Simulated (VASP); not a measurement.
# Te (P3_121) in VASP: a series of runs

The runs below take Te through single point, with PBE, HSE06, PBE0.

Everything below comes from runs of VASP 6.6.1. Logs are shortened: lines on timing, memory, paths and dates and some standing lists are left out, and cuts for length are marked.

**1. The crystal as given**

It takes space group P3_121 (No. 152, trigonal). Conventional cell: a = 4.457 Å, b = 4.457 Å, c = 5.929 Å, α = 90.00°, β = 90.00°, γ = 120.00°. Around Te (site symmetry 2) lie 2 Te at 2.84 Å.

**2. Single point, PBE, non-collinear spin, zero start, spin-orbit coupling**

File INCAR:

```
PREC = Accurate
ENCUT = 300
EDIFF = 1E-7
ISMEAR = 0
SIGMA = 0.01
LREAL = False
LASPH = True
NELM = 80
ALGO = Fast
ISIF = 2
LWAVE = False
LCHARG = False
MAGMOM = 0 0 0 0 0 0 0 0 0
LORBIT = 11
LSORBIT = True
GGA_COMPAT = False
GGA = PE
```

File KPOINTS:

```
Automatic mesh
0
Gamma
  9 9 6
```

File POSCAR:

```
Te
1.0
    4.4572000000      0.0000000000      0.0000000000
   -2.2286000000      3.8600484297      0.0000000000
    0.0000000000      0.0000000000      5.9290000000
Te
3
Direct
    0.2633000000      0.0000000000      0.3333333333
    0.0000000000      0.2633000000      0.6666666667
    0.7367000000      0.7367000000      0.0000000000
```

Potentials or basis: VASP PAW PBE potentials, release 64 (Te).

Command:

```bash
cat potpaw_PBE.64/Te/POTCAR > POTCAR
mpirun -np 1 vasp_ncl > vasp.out
```

OUTCAR:

```text
PREC = Accurate
   ENCUT = 300
   EDIFF = 1E-7
   ISMEAR = 0
   LREAL = False
   LASPH = True
   NELM = 80
   ISIF = 2
   LORBIT = 11
   LSORBIT = True
   GGA = PE

 ion  position               nearest neighbor table
   1  0.263  0.000  0.333-   3 2.84   2 2.84   3 3.49   3 3.49   2 3.49   2 3.49
   2  0.000  0.263  0.667-   3 2.84   1 2.84   3 3.49   3 3.49   1 3.49   1 3.49
   3  0.737  0.737  0.000-   2 2.84   1 2.84   1 3.49   2 3.49   2 3.49   1 3.49

  LATTYP: Found a hexagonal cell.
 ALAT       =     4.4572000000
 C/A-ratio  =     1.3302073050

  Lattice vectors:

 A1 = (   4.4572000000,   0.0000000000,   0.0000000000)
 A2 = (  -2.2286000000,   3.8600484297,   0.0000000000)
 A3 = (   0.0000000000,   0.0000000000,   5.9290000000)

Analysis of symmetry for initial positions (statically):
=====================================================================
 Subroutine PRICEL returns:
 Original cell was already a primitive cell.

 Routine SETGRP: Setting up the symmetry group for a
 hexagonal supercell.

 Subroutine GETGRP returns: Found  6 space group operations
 (whereof  2 operations were pure point group operations)
 out of a pool of 24 trial point group operations.

The static configuration has the point symmetry C_2 .
 The point group associated with its full space group is D_3 .

Analysis of symmetry for dynamics (positions and initial velocities):
=====================================================================
 Subroutine PRICEL returns:
 Original cell was already a primitive cell.

 Routine SETGRP: Setting up the symmetry group for a
 hexagonal supercell.

 Subroutine GETGRP returns: Found  6 space group operations
 (whereof  2 operations were pure point group operations)
 out of a pool of 24 trial point group operations.

The dynamic configuration has the point symmetry C_2 .
 The point group associated with its full space group is D_3 .

Analysis of structural, dynamic, and magnetic symmetry:
=====================================================================
 Subroutine PRICEL returns:
 Original cell was already a primitive cell.

 Routine SETGRP: Setting up the symmetry group for a
 hexagonal supercell.

 Subroutine GETGRP returns: Found  6 space group operations
 (whereof  2 operations were pure point group operations)
 out of a pool of 24 trial point group operations.

The overall configuration has the point symmetry C_2 .
 The point group associated with its full space group is D_3 .

 Subroutine INISYM returns: Found  6 space group operations
 (whereof  2 operations are pure point group operations),
 and found     1 'primitive' translations

----------------------------------------------------------------------------------------

                                     Primitive cell

  volume of cell :     102.0085

  direct lattice vectors                    reciprocal lattice vectors
     4.457200000  0.000000000  0.000000000     0.224356098  0.129532054  0.000000000
    -2.228600000  3.860048430  0.000000000     0.000000000  0.259064107  0.000000000
     0.000000000  0.000000000  5.929000000     0.000000000  0.000000000  0.168662506

  length of vectors
     4.457200000  4.457200000  5.929000000     0.259064107  0.259064107  0.168662506

  position of ions in fractional coordinates (direct lattice)
     0.263300000  0.000000000  0.333333333
     0.000000000  0.263300000  0.666666667
     0.736700000  0.736700000  0.000000000

  ion indices of the primitive-cell ions
   primitive index   ion index
                 1           1
                 2           2
                 3           3

----------------------------------------------------------------------------------------

 KPOINTS: Automatic mesh

Automatic generation of k-mesh.
 Grid dimensions read from file:
 generate k-points for:    9    9    6

[... 79 lines left out ...]
   EFERMI_NEDOS =   21; number of points for ismear=-14 and -15
   IALGO  =     68    algorithm
   IMIX   =      4    mixing-type and parameters
     AMIX     =   0.40;   BMIX     =  1.00
     AMIX_MAG =   1.60;   BMIX_MAG =  1.00
  volume/ion in A,a.u.               =      34.00       229.46
  Fermi-wavevector in a.u.,A,eV,Ry     =   0.918234  1.735211 11.471812  0.843154
  Thomas-Fermi vector in A             =   2.043293
   LORBIT       =     11    0 simple, 1 ext, 2 COOP (PROOUT), +10 PAW based schemes
   GGA     = PE    functional components
   LHFCALC =     F    Hartree Fock is set to
   AEXX    =    0.0000 exact exchange contribution
   IVDW    =     0    specifies the selected vdW correction
   LEPSILON=     F    determine dielectric tensor
   LRPA    =     F    only Hartree local field effects (RPA)
 RMM-DIIS sequential band-by-band and
 Gauss-broadening in eV      SIGMA  =   0.01
  energy-cutoff  :      300.00
  volume of cell :      102.01
 maximum number of plane-waves:      2458
 NGX is ok and might be reduce to    28
   NGX = 13   NGY = 13   NGZ = 17

 number of electron      18.0000000 magnetization       0.0000000      0.0000000      0.0000000

 number of electron      17.9999997 magnetization       0.0000000     -0.0000000      0.0000000

 number of electron      17.9999997 magnetization      -0.0000000     -0.0000000      0.0000000

 Free energy of the ion-electron system (eV)
  ---------------------------------------------------
  ext. energy  EPLUGINS =         0.00000000
  ---------------------------------------------------
  free energy    TOTEN  =        -9.74536991 eV

  energy without entropy =       -9.74534669  energy(sigma->0) =       -9.74535830

 E-fermi :   6.1062     XC(G=0):  -9.0479

 val. band max:        5.9994536662   @ k =  -0.3333  -0.3333   0.5000
 cond. band min:       6.1061943412   @ k =   0.3333   0.3333   0.5000
 fundamental gap:      0.1067406750
 Fermi energy:         6.1061941083

 k-point     1 :       0.0000    0.0000    0.0000
  band No.  band energies     occupation
      1      -7.7214      1.00000
      2      -7.7214      1.00000
      3      -4.3883      1.00000
      4      -4.3883      1.00000
      5      -4.3869      1.00000
      6      -4.3869      1.00000
[... 685 lines left out ...]
     25       9.6261      0.00000
     26       9.6388      0.00000

 [... further k-points ...]

------------------------ aborting loop because EDIFF is reached ----------------------------------------

  FORCE on cell =-STRESS in cart. coord.  units (eV):
  Direction    XX          YY          ZZ          XY          YZ          ZX
  --------------------------------------------------------------------------------------
  -------------------------------------------------------------------------------------
  Total        1.2646871      1.2646871      1.8389876      0.0000000      0.0000000     -0.0000000
  in kB       19.8635718     19.8635718     28.8837156      0.0000000      0.0000000     -0.0000000
  external PRESSURE =      22.8702864 kB  Pullay stress =       0.0000000 kB

 VOLUME and BASIS-vectors are now :
 -----------------------------------------------------------------------------
  energy-cutoff  :      300.00
  volume of cell :      102.01
      direct lattice vectors                 reciprocal lattice vectors
     4.457200000  0.000000000  0.000000000     0.224356098  0.129532054  0.000000000
    -2.228600000  3.860048430  0.000000000     0.000000000  0.259064107  0.000000000
     0.000000000  0.000000000  5.929000000     0.000000000  0.000000000  0.168662506

 POSITION                                       TOTAL-FORCE (eV/Angst)
 -----------------------------------------------------------------------------------
      1.17358      0.00000      1.97633         0.356010     -0.000000     -0.000000
     -0.58679      1.01635      3.95267        -0.178005      0.308314      0.000000
      1.64181      2.84370      0.00000        -0.178005     -0.308314      0.000000
 -----------------------------------------------------------------------------------
    total drift:                               -0.000000     -0.000000     -0.000000

  FREE ENERGIE OF THE ION-ELECTRON SYSTEM (eV)
  ---------------------------------------------------
  free  energy   TOTEN  =        -9.7453699125 eV

  energy  without entropy=       -9.7453466914  energy(sigma->0) =       -9.74535830

 Spin-Orbit-Coupling matrix elements

 Ion:    1  E_soc:     -0.2318441
 l=   1
     0.0000000    -0.0401227    -0.0391448
    -0.0401227     0.0000000    -0.0363482
    -0.0391448    -0.0363482     0.0000000
 l=   2
     0.0000000    -0.0000232     0.0000000    -0.0000187    -0.0000402
    -0.0000232     0.0000000    -0.0000396    -0.0000495    -0.0000217
     0.0000000    -0.0000396     0.0000000    -0.0001021     0.0000000
    -0.0000187    -0.0000495    -0.0001021     0.0000000    -0.0000115
    -0.0000402    -0.0000217     0.0000000    -0.0000115     0.0000000
 l=   3
     0.0000000     0.0000000     0.0000000     0.0000000     0.0000000     0.0000000     0.0000000
     0.0000000     0.0000000     0.0000000     0.0000000     0.0000000     0.0000000     0.0000000
     0.0000000     0.0000000     0.0000000     0.0000000     0.0000000     0.0000000     0.0000000
     0.0000000     0.0000000     0.0000000     0.0000000     0.0000000     0.0000000     0.0000000
[... 29 lines left out ...]
 l=   2
     0.0000000    -0.0000166     0.0000000    -0.0000188    -0.0000402
    -0.0000166     0.0000000    -0.0000865    -0.0000495    -0.0000173
     0.0000000    -0.0000865     0.0000000    -0.0000552     0.0000000
    -0.0000188    -0.0000495    -0.0000552     0.0000000    -0.0000224
    -0.0000402    -0.0000173     0.0000000    -0.0000224     0.0000000
 l=   3
     0.0000000     0.0000000     0.0000000     0.0000000     0.0000000     0.0000000     0.0000000
     0.0000000     0.0000000     0.0000000     0.0000000     0.0000000     0.0000000     0.0000000
     0.0000000     0.0000000     0.0000000     0.0000000     0.0000000     0.0000000     0.0000000
     0.0000000     0.0000000     0.0000000     0.0000000     0.0000000     0.0000000     0.0000000
     0.0000000     0.0000000     0.0000000     0.0000000     0.0000000     0.0000000     0.0000000
     0.0000000     0.0000000     0.0000000     0.0000000     0.0000000     0.0000000     0.0000000
     0.0000000     0.0000000     0.0000000     0.0000000     0.0000000     0.0000000     0.0000000

 total charge

# of ion       s       p       d       tot
------------------------------------------
    1        1.432   1.828   0.044   3.304
    2        1.432   1.828   0.044   3.304
    3        1.432   1.828   0.044   3.304
--------------------------------------------------
tot          4.297   5.485   0.131   9.913

 magnetization (x)

# of ion       s       p       d       tot
------------------------------------------
    1        0.000   0.000  -0.000   0.000
    2       -0.000  -0.000   0.000  -0.000
    3       -0.000  -0.000   0.000  -0.000
--------------------------------------------------
tot         -0.000   0.000   0.000   0.000

 magnetization (y)

# of ion       s       p       d       tot
------------------------------------------
    1        0.000   0.000   0.000   0.000
    2        0.000   0.000  -0.000   0.000
    3       -0.000  -0.000   0.000  -0.000
--------------------------------------------------
tot          0.000   0.000  -0.000   0.000

 magnetization (z)

# of ion       s       p       d       tot
------------------------------------------
    1        0.000   0.000  -0.000   0.000
    2        0.000  -0.000   0.000  -0.000
    3        0.000   0.000  -0.000  -0.000
--------------------------------------------------
tot          0.000  -0.000  -0.000  -0.000
```

It took 2.4 min on 1 thread of Intel Xeon 6975P-C (Granite Rapids), shared host; peak memory 0.37 GiB.

Results:

| Item | Value |
| --- | --- |
| Free energy | -9.7454 eV |
| Pressure | 2.3 GPa |
| Largest force | 0.356 eV/Å |
| Net moment | 0.00 μB per cell |
| Valence electrons inside the program's atomic spheres | Te 3.30 |

Forces on the atoms (eV/Å):
```
Te   0.356  0.000  0.000
Te  -0.178  0.308  0.000
Te  -0.178 -0.308  0.000
```

Stress tensor (GPa, compression positive):
```
1.99 0.00 0.00
0.00 1.99 0.00
0.00 0.00 2.89
```

Moments on the atoms (μB; x, y, z):
```
Te  0.00 0.00 0.00
Te  0.00 0.00 0.00
Te  0.00 0.00 0.00
```

**3. Single point, HSE06, non-collinear spin, zero start, spin-orbit coupling**

POSCAR is that of step 2.

File INCAR.step1:

```
SYSTEM = Te
PREC = Accurate ; ENCUT = 300
EDIFF = 1E-5 ; ISMEAR = 0
SIGMA = 0.01 ; LREAL = .FALSE.
LASPH = .TRUE. ; NELM = 60
ALGO = Normal ; ISIF = 2
LWAVE = .TRUE. ; LCHARG = .FALSE.
MAGMOM = 0 0 0 0 0 0 0 0 0 ; LORBIT = 11
LSORBIT = .TRUE. ; GGA_COMPAT = .FALSE.
NBANDS = 31 ; GGA = PE
```

File INCAR.step2:

```
SYSTEM = Te
PREC = Accurate ; ENCUT = 300
EDIFF = 1E-6 ; ISMEAR = 0
SIGMA = 0.01 ; LREAL = .FALSE.
LASPH = .TRUE. ; NELM = 60
ALGO = Normal ; ISIF = 2
LWAVE = .FALSE. ; LCHARG = .FALSE.
MAGMOM = 0 0 0 0 0 0 0 0 0 ; LORBIT = 11
LSORBIT = .TRUE. ; GGA_COMPAT = .FALSE.
GGA = PE ; LHFCALC = .TRUE.
HFSCREEN = 0.2 ; PRECFOCK = Fast
NBANDS = 31 ; ISTART = 1
```

File KPOINTS:

```
Automatic mesh
0
G
  3 3 2
  0 0 0
```

Potentials or basis: VASP PAW PBE potentials, release 64 (Te).

Command:

```bash
cat potpaw_PBE.64/Te/POTCAR > POTCAR
cp INCAR.step1 INCAR
mpirun -np 1 vasp_ncl > vasp.out
cp INCAR.step2 INCAR
mpirun -np 1 vasp_ncl > vasp.out
```

Run time: 5.8 min. Hardware: 1 thread of AMD EPYC 7R13 (Zen 3), shared host; peak memory 0.34 GiB.

It converged, with:

| Quantity | Value |
| --- | --- |
| Free energy | -12.1257 eV |
| Pressure | 0.4 GPa |
| Largest force | 0.277 eV/Å |
| Net moment | 0.00 μB per cell |
| Valence electrons inside the program's atomic spheres | Te 3.38 |

Forces on the atoms (eV/Å):
```
Te  -0.277  0.000  0.000
Te   0.138 -0.239  0.000
Te   0.138  0.239  0.000
```

Stress tensor (GPa, compression positive):
```
 0.90  0.00  0.00
 0.00  0.90  0.00
 0.00  0.00 -0.60
```

Moments on the atoms (μB; x, y, z):
```
Te  0.00 0.00 0.00
Te  0.00 0.00 0.00
Te  0.00 0.00 0.00
```

Caveat: the k mesh is coarse (spacing up to 0.54 Å⁻¹), so the values aren't converged, least of all with exact exchange; the PAW data sets were made with another functional, which shifts forces and pressure a little.

**4. Single point, PBE0**

POSCAR is that of step 3.

File INCAR.step1:

```
SYSTEM = Te
ALGO = Normal
EDIFF = 1E-5
ENCUT = 300
GGA = PE
ISIF = 2
ISMEAR = 0
LASPH = .TRUE.
LCHARG = .FALSE.
LREAL = .FALSE.
LWAVE = .TRUE.
NBANDS = 16
NELM = 80
PREC = Accurate
SIGMA = 0.01
```

File INCAR.step2:

```
SYSTEM = Te
AEXX = 0.25
ALGO = Normal
EDIFF = 1E-6
ENCUT = 300
GGA = PE
ISIF = 2
ISMEAR = 0
ISTART = 1
LASPH = .TRUE.
LCHARG = .FALSE.
LHFCALC = .TRUE.
LREAL = .FALSE.
LWAVE = .FALSE.
NBANDS = 16
NELM = 80
PREC = Accurate
PRECFOCK = Fast
SIGMA = 0.01
```

File KPOINTS:

```
k-points
0
G
  6 6 4
  0 0 0
```

Command:

```bash
cat potpaw_PBE.64/Te/POTCAR > POTCAR
cp INCAR.step1 INCAR
mpirun -np 1 vasp_std > vasp.out
cp INCAR.step2 INCAR
mpirun -np 1 vasp_std > vasp.out
```

Wall time 24 min (1 thread of Intel Xeon Platinum 8259CL at 2.50GHz (Skylake/Cascade Lake), shared host); peak memory 0.18 GiB.

Results (log left out):

* Free energy: -13.3631 eV
* Pressure: -0.2 GPa
* Largest force: 0.233 eV/Å
* Band gap on the k mesh: 1.16 eV, direct

Forces in eV/Å, atoms in the order of the input:
```
Te  -0.233  0.000  0.000
Te   0.116 -0.202  0.000
Te   0.116  0.202  0.000
```

Stress tensor (GPa, compression positive):
```
 0.13  0.00  0.00
 0.00  0.13  0.00
 0.00  0.00 -1.00
```

Levels at points of the mesh, in eV from the valence-band top:
| k point | band 7 | band 8 | band 9 | band 10 | band 11 | band 12 |
| --- | --- | --- | --- | --- | --- | --- |
| (0.00, 0.00, 0.00) | -1.92 | -1.92 | -0.92 | 2.19 | 2.19 | 2.93 |
| (0.50, 0.00, 0.00) | -3.94 | -1.24 | -0.98 | 2.02 | 2.16 | 4.22 |
| (0.00, 0.00, 0.50) | -1.61 | -1.25 | -1.25 | 1.62 | 1.70 | 1.70 |
| (0.50, 0.00, 0.50) | -2.70 | -2.33 | -0.22 | 1.84 | 3.17 | 3.85 |

Caveat: the PAW data sets were made with another functional, which shifts forces and pressure a little; spin-orbit coupling is left out, which moves the levels of the heavy elements. A k mesh can miss the band edges.

(Part 1 of 2 ends here.)
